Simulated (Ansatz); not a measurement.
Ga, DFT, PBEsol, all-electron PAW with datasets made for the crystal, scalar-relativistic (Ansatz 0.2.0), run on 1 thread of Arm Neoverse V2 on a shared host.

The geometry is COD entry 9011089, unchecked; take it as a test cell. The listed cell was then made from it by scaling, straining or moving an atom.

Command: `ansatz run input.yaml --threads 1 --pin off --max-ram 3072MiB --backend cpu --events-out ev --progress --plain --runs-dir out`

```yaml
crystal:
  lattice:
    - [1.4101245334, -4.1054710295, 0.0]
    - [1.4101245334, 4.1054710295, 0.0]
    - [-0.119753526, 0.0, 3.3952393258]
  atoms:
    - { symbol: Ga, position: [0.869, 0.131, 0.25] }
    - { symbol: Ga, position: [0.131, 0.869, 0.75] }
kpoints:
  mp_grid: { grid: [14, 14, 11] }
scf:
  occupations: { method: fermi_dirac, width: 0.03 }
hamiltonian:
  xc: pbesol
  pseudopotentials: { kind: all_electron, datasets: crystal }
output:
  forces: true
  stress: true
  eigenvalues: true
  efg: { contact_densities: true }
```

Question: How large is the problem that the program sets up?

Answer: 582 irreducible k-points, 341 plane waves at Γ, 17 bands.

Question: Estimate the wall time and the peak memory.

Answer: 76 s of wall time for 9 SCF iterations, with a peak of 0.93 GiB. Times on shared machines scatter by tens of per cent.

Question: And the same cell and mesh by PAW with the default files, asked for forces, stress, eigenvalues, efg, on the same hardware?

Answer: 18 s, peak memory 0.57 GiB.
